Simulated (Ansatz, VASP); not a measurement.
As: VASP beside Ansatz

```xyz
1
Lattice="2.6899 0.0000 0.0000 0.0000 2.6899 0.0000 0.0000 0.0000 2.6899" Properties=species:S:1:pos:R:3 pbc="T T T"
As    1.3450    1.3450    1.3450
```

This isn't the form of As at room conditions, which is rhombohedral.

Alike in both runs: task single point; functional LDA; k mesh 7 × 7 × 7; no spin polarisation.

|  | VASP | Ansatz |
| --- | --- | --- |
| version | VASP 6.6.1 | Ansatz 0.2.0 |
| potentials or method | VASP PAW LDA potentials, release 64 (As) | plane waves, PAW |
| plane-wave cutoff (eV) | 520 | 530 |
| occupations | methfessel-paxton of order 1, width 0.1 eV | cold, width 0.1 eV |
| valence electrons in the cell | 5 | 15 |

|  | VASP | Ansatz | Ansatz less VASP |
| --- | --- | --- | --- |
| pressure (GPa) | -1.2 | -1.6 | -0.35 |

The two sets of potentials don't hold the same shells in valence. Ansatz warned: «stress_scf_threshold_loose».
